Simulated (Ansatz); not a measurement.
Runs of Ansatz 0.2.0 on Co. It takes space group P6_3/mmc (No. 194, hexagonal). Conventional cell: a = 2.472 Å, b = 2.472 Å, c = 4.021 Å, α = 90.00°, β = 90.00°, γ = 120.00°. Co (site symmetry -6m2) has 12 Co at 2.47 Å as nearest neighbours. 

```tsv
spin	k mesh	gap on the mesh (eV)	pressure (GPa)	moment (μB)
collinear, ferrimagnetic start	12 × 12 × 7	none	4.7	3.21
collinear, antiferromagnetic start	12 × 12 × 7	none	4.7	3.21
non-collinear, random start	9 × 9 × 5	none	3.6	3.07
off	12 × 12 × 7	none	(a)	-
collinear, ferromagnetic start	12 × 12 × 7	none	4.7	3.21
```

Alike in all rows: task single point; level PBE; potentials or basis Ansatz PAW; cell as given; cutoff (eV) 420; smearing fermi-dirac 0.05 eV.

Estimate the missing entries.

(a) -7.0.

Caveats: the starting moments weren't kept (some runs).

A gap of «none» marks a metal or a gap under the smearing width.
